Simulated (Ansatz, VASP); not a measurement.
KF: VASP beside Ansatz

Contents of INCAR:

```
ALGO = Normal
EDIFF = 1E-7
ENCUT = 520
GGA = PS
ISIF = 2
ISMEAR = 0
LASPH = True
LCHARG = False
LREAL = False
LWAVE = False
NBANDS = 15
NELM = 80
PREC = Accurate
SIGMA = 0.05
```

Contents of KPOINTS:

```
k-points
0
Gamma
  8 8 8
```

Contents of POSCAR:

```
KF
1.0
    3.2589550000      0.0000000000      0.0000000000
    0.0000000000      3.2589550000      0.0000000000
    0.0000000000      0.0000000000      3.2589550000
K F
1 1
Direct
    0.0000000000      0.0000000000      0.0000000000
    0.5000000000      0.5000000000      0.5000000000
```

Input for Ansatz:

```yaml
crystal:
  lattice:
    - [3.258955, 0.0, 0.0]
    - [0.0, 3.258955, 0.0]
    - [0.0, 0.0, 3.258955]
  atoms:
    - { symbol: K, position: [0.0, 0.0, 0.0] }
    - { symbol: F, position: [0.5, 0.5, 0.5] }
basis:
  ecutwfc: 420
kpoints:
  mp_grid: { grid: [8, 8, 8] }
hamiltonian:
  xc: pbesol
scf:
  occupations: { method: gaussian, width: 0.05 }
output:
  forces: true
  stress: true
  eigenvalues: true
```

The cell comes from a database or a generator and needn't be the stable form of this composition.

Alike in both runs: task single point; functional PBEsol; k mesh 8 × 8 × 8; occupations gaussian, width 0.05 eV; no spin polarisation.

```csv
,VASP,Ansatz
version,VASP 6.6.1,Ansatz 0.2.0
potentials or method,"VASP PAW PBE potentials, release 64 (K_sv, F)","scalar-relativistic, plane waves, PAW"
plane-wave cutoff (eV),520,420
valence electrons in the cell,16,16
```

VASP gave:

| Item | Value |
| --- | --- |
| gap on the k mesh at the Fermi level (eV) | 6.10 |
| least direct gap on the mesh (eV) | 6.15 |
| pressure (GPa) | -2.5 |

Question: Estimate Ansatz's values.

Answer: gap on the k mesh at the Fermi level (eV): 6.11; least direct gap on the mesh (eV): 6.16; pressure (GPa): -2.5.

Caveats: the PAW data sets were made with another functional, which shifts forces and pressure a little (VASP). A k mesh can miss the band edges.
